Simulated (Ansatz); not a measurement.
System: zinc-blende AlSb. Method: PBE0+SOC in Ansatz (plane waves, PAW).

Numerical settings: plane-wave cutoff 460 eV, 6×6×6 k mesh, Fermi–Dirac smearing 0.01 eV, PAW data made under PBE.

The cell has the measured lattice: a = b = c = 6.136 Å, α = β = γ = 90.00°.

Question: What does this level give for the band gap and smallest direct gap on the k points sampled?

Answer: 
- band gap: 2.14 eV (indirect)
- smallest direct gap on the k points sampled: 2.80 eV

Measured, for comparison: band gap 1.73 eV (zero-point renormalisation of 35 meV (experimental, the table's column) added back here, indirect; inputs from Miglio et al. (2020), arXiv:2011.12765). Computed (rounded) less measured: band gap +0.41 eV.

Note: cell and atoms aren't relaxed at this level (pressure 0.9 GPa).

Static lattice: no zero-point or thermal effects.

Ansatz is a program for electronic structure.
